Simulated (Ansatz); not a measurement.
# CoO: the cost of one run

Computed with Ansatz 0.2.0, driven from Python. Level of theory: DFT PBE, plane waves, PAW.

## 1. The system

The structure is cubic, space group Fm-3m (No. 225). Conventional cell: a = 4.263 Å, b = 4.263 Å, c = 4.263 Å, α = 90.00°, β = 90.00°, γ = 90.00°. Around Co (site symmetry m-3m) lie 6 O at 2.13 Å. O (site symmetry m-3m) has 6 Co at 2.13 Å as nearest neighbours.

No structure file is read: the coordinates are typed or built in the script.

## 2. The script

File strain_coo.py:

```python
"""A biaxial strain scan of CoO."""

import warnings

import ansatz
import matplotlib.pyplot as plt
import numpy as np

params = {
    "xc": "PBE",
    "smearing_width": 0.15,
    "ecut": 520,
    "kgrid": (14, 14, 14),
}

VECTORS = np.array([
    [0.0, 2.1315, 2.1315],
    [2.1315, 0.0, 2.1315],
    [2.1315, 2.1315, 0.0],
])
SITES = [
    ("Co", (0.0, 0.0, 0.0), 3.2),
    ("O", (0.5, 0.5, 0.5), 0.0),
]


def on_lattice(cell):
    crystal = ansatz.Crystal(lattice=ansatz.Lattice.of(cell))
    for symbol, position, moment in SITES:
        crystal = crystal.atom(symbol, position, moment=moment or None)
    return crystal


def main() -> None:
    warnings.simplefilter("ignore", ansatz.DeckWarning)

    # clamped ions: the fractional positions stay as typed
    values = np.linspace(-0.03, 0.03, 7)
    energies = []
    for d in values:
        strain = np.diag([d, d, 0])
        cell = VECTORS @ (np.eye(3) + strain)
        base = (
            on_lattice(cell).calculation()
            .functional(params["xc"])
            .pseudopotentials("paw")
            .occupations(ansatz.OccupationsMethod.COLD, width=params["smearing_width"])
            .spin(ansatz.SpinTreatment.COLLINEAR)
            .basis(params["ecut"])
            .kpoints(*params["kgrid"])
            .stress()
        )
        r = base.run(threads=1).report
        energies.append(r["free_energy_ev"] / len(SITES))
        s = r["stress_gpa"]
        print(f"d = {d:+.4f}  stress xx yy zz xy (GPa, compression positive): {s[0][0]:8.3f} {s[1][1]:8.3f} {s[2][2]:8.3f} {s[0][1]:8.3f}")
    energies = np.array(energies)

    for value, e in zip(values, energies):
        print(f"strain {value:7.3f}   E - Emin = {1000 * (e - energies.min()):9.3f} meV/atom")
    plt.figure(figsize=(4.5, 3))
    plt.plot(values, 1000 * (energies - energies.min()), "o-")
    plt.xlabel("strain")
    plt.ylabel("meV/atom")
    plt.tight_layout()
    plt.savefig("strain.png", dpi=100)
    curvature = 2 * np.polyfit(values, energies, 3)[1]
    volume = abs(np.linalg.det(VECTORS)) / len(SITES)
    print(f"d2E/dd2 over the volume: {curvature / volume * 160.21766:.1f} GPa")


if __name__ == "__main__":
    main()
```

## 3. The input behind the calls

The package turns the script's settings into the engine's input (first run):

```yaml
crystal:
  lattice:
    - [0.0, 2.067555, 2.1315]
    - [2.067555, 0.0, 2.1315]
    - [2.067555, 2.067555, 0.0]
  atoms:
    - { symbol: Co, position: [0.0, 0.0, 0.0], spin: 3.2 }
    - { symbol: O, position: [0.5, 0.5, 0.5] }
basis:
  ecutwfc: 520.0
kpoints:
  mp_grid:
    grid: [14, 14, 14]
hamiltonian:
  xc: pbe
  pseudopotentials:
    kind: paw
magnetization:
  spin_polarized: true
scf:
  occupations:
    method: cold
    width: 0.15
output:
  stress: true
```

## 4. The run

Launch:

```sh
> python strain_coo.py
```

Q: Estimate wall time and peak memory on 1 thread of Intel Xeon Platinum 8259CL at 2.50GHz (Skylake/Cascade Lake), shared host.

About 3.6 min, with a peak of 2.1 GiB.
